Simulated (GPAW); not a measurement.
A run of GPAW 26.7.0:

The input run.py:

```python
from ase.calculators.mixing import SumCalculator
from ase.filters import FrechetCellFilter
from ase.io import write
from ase.optimize import BFGS
from ase.spacegroup import crystal
from ase.units import GPa
from dftd4.ase import DFTD4
from gpaw import GPAW, PW

# Ga 2b
# N 2b
atoms = crystal(['Ga', 'N'],
                basis=[[0.6666666667, 0.3333333333, 0.5],
                       [0.6666666667, 0.3333333333, 0.875]],
                spacegroup=186, setting=1,  # P6_3mc
                cellpar=[3.18, 3.18, 5.166, 90.0, 90.0, 120.0],
                primitive_cell=True)

calc = GPAW(mode=PW(800),
            xc='MGGA_X_R2SCAN+MGGA_C_R2SCAN',
            kpts={'size': (7, 7, 4), 'gamma': True},
            occupations={'name': 'fermi-dirac', 'width': 0.05},
            nbands=18,
            convergence={'density': 1e-05, 'energy': 1e-05},
            maxiter=150,
            txt='gpaw.txt')
atoms.calc = SumCalculator([calc, DFTD4(method='r2scan')])
opt = BFGS(FrechetCellFilter(atoms, scalar_pressure=-2 * GPa), trajectory='relax.traj', logfile='-')
done = opt.run(fmax=0.01, steps=40)
calc.write('gs.gpw')
write('result.traj', atoms)
print('Converged:', done)
print('Cell:', atoms.cell.cellpar().round(4))
print('Volume:', round(atoms.get_volume(), 4))
print(atoms.get_scaled_positions().round(5))
```

Potentials or basis: GPAW PAW data sets (gpaw-data 1.2.1), pw.

Run with:

```bash
$ OMP_NUM_THREADS=1 python run.py
```

Hardware: 1 thread of Intel(R) Xeon(R) Platinum 8488C (Sapphire Rapids), with other jobs on the host.

Task: Estimate the wall time of this run.

Result: Wall time 11 min on 1 thread of Intel(R) Xeon(R) Platinum 8488C (Sapphire Rapids) (shared host), peak memory 0.6 GiB. Counts: scf iterations 81, plane waves 2352, bands 18, k points 28, ion steps 6.
